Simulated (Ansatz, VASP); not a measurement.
ZrS: VASP beside Ansatz

The input INCAR:

```
PREC = Accurate ; ENCUT = 600
EDIFF = 1E-6 ; ISMEAR = 0
SIGMA = 0.1 ; LREAL = F
LASPH = T ; NELM = 100
ALGO = Normal ; ISIF = 3
LWAVE = F ; LCHARG = F
GGA = PS ; IBRION = 2
NSW = 80 ; EDIFFG = -0.01
```

Contents of KPOINTS:

```
regular mesh
0
Gamma
  6 6 6
```

Contents of POSCAR:

```
ZrS
1.0
    0.0000000000      2.6250000000      2.6250000000
    2.6250000000      0.0000000000      2.6250000000
    2.6250000000      2.6250000000      0.0000000000
Zr S
1 1
Direct
    0.0000000000      0.0000000000      0.0000000000
    0.5000000000      0.5000000000      0.5000000000
```

Input for Ansatz:

```yaml
crystal:
  lattice:
    - [0.0, 2.625, 2.625]
    - [2.625, 0.0, 2.625]
    - [2.625, 2.625, 0.0]
  atoms:
    - { symbol: Zr, position: [0.0, 0.0, 0.0] }
    - { symbol: S, position: [0.5, 0.5, 0.5] }
basis:
  ecutwfc: 420
kpoints:
  mp_grid: { grid: [6, 6, 6] }
hamiltonian:
  xc: pbesol
scf:
  occupations: { method: gaussian, width: 0.1 }
output:
  forces: true
  stress: true
  eigenvalues: true
relax:
  adjacent_minimum: "off"
  f_tol: 0.01
  max_steps: 60
  cell: { stress_tol: 0.05 }
```

Alike in both runs: task relaxation of cell and atoms; functional PBEsol; k mesh 6 × 6 × 6; occupations gaussian, width 0.1 eV; no spin polarisation.

|  | VASP | Ansatz |
| --- | --- | --- |
| version | VASP 6.6.1 | Ansatz 0.2.0 |
| potentials or method | VASP PAW PBE potentials, release 64 (Zr_sv, S) | scalar-relativistic, plane waves, PAW |
| plane-wave cutoff (eV) | 600 | 420 |
| valence electrons in the cell | 18 | 18 |

VASP gave:

| Item | Value |
| --- | --- |
| gap on the k mesh at the Fermi level, each at its own relaxed structure (eV) | none |
| relaxed volume (Å³/atom) | 17.31 |
| relaxed cell length with the largest relative difference (Å) | 3.659 |
| energy change over the relaxation (meV/atom) | -15 |

Problem. Estimate Ansatz's values.

Solution. gap on the k mesh at the Fermi level, each at its own relaxed structure (eV): none; relaxed volume (Å³/atom): 17.27; relaxed cell length with the largest relative difference (Å): 3.656; energy change over the relaxation (meV/atom): -16.

A gap of «none» marks a metal or a gap that the smearing closes.

Caveats: the bands computed are all filled at some k points, so no gap is given; the PAW data sets were made with another functional, which shifts forces and pressure a little (VASP).
